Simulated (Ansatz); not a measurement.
The cell is S (C2/c) from a database of computed structures; cell and atoms were relaxed with r2SCAN+rVV10. Space group C2/c (No. 15), monoclinic; conventional cell a = 12.657 Å, b = 10.223 Å, c = 8.220 Å, β = 107.7°, 25.34 Å³ an atom. S is surrounded by 2 S at 2.05–2.08 Å; S is surrounded by 2 S at 2.05 Å; S is surrounded by 2 S at 2.05–2.09 Å; S is surrounded by 2 S at 2.04–2.09 Å; S is surrounded by 2 S at 2.03–2.08 Å.

The questions ask for values computed with the PAW code Ansatz on this geometry. (Simulation; spin polarisation is off.)

Given (4×4×4 mesh): With r2SCAN the valence top lies at k = (0.260, -0.271, 0) and the conduction bottom at k = (0.292, 0.292, -0.177), 2.17 eV higher; the smallest vertical gap, at Γ–M₂ (0.50 of the way from Γ), is 2.39 eV.

**Question.** What does HSE06 give for the gap (2×2×2 mesh)?

**Answer.** HSE06 gives an indirect gap of 2.95 eV, from k = (0.260, -0.271, 0) to k = (0.292, 0.292, -0.177); the least direct gap is 3.18 eV at Γ–M₂ (0.50 of the way from Γ). The gap differs by +0.78 eV from r2SCAN's.

**Question.** Estimate the gap with PBE0 on 2×2×2.

**Answer.** The PBE0 gap is indirect, 3.67 eV (k = (0.260, -0.271, 0) to k = (0.292, 0.292, -0.177)), below the direct gap of 3.90 eV at Γ–M₂ (0.50 of the way from Γ). The gap differs by +1.50 eV from r2SCAN's.

**Question.** What do these levels agree on?

**Answer.** All these functionals give a gap of the same kind, indirect.

Where an edge lies off the special points, it is a point of the mesh or the k point where a search put PBE's edge or least direct gap, reused for the other functionals, whose own edges may lie a little apart.

Coordinates of k points refer to the reciprocal vectors of the primitive cell of the runs.

The meshes of the hybrids are coarse, so their gaps aren't converged to the digits shown.

PBE's own run along the path (1.91 eV) came before the search for the edges and missed one, so it isn't listed.
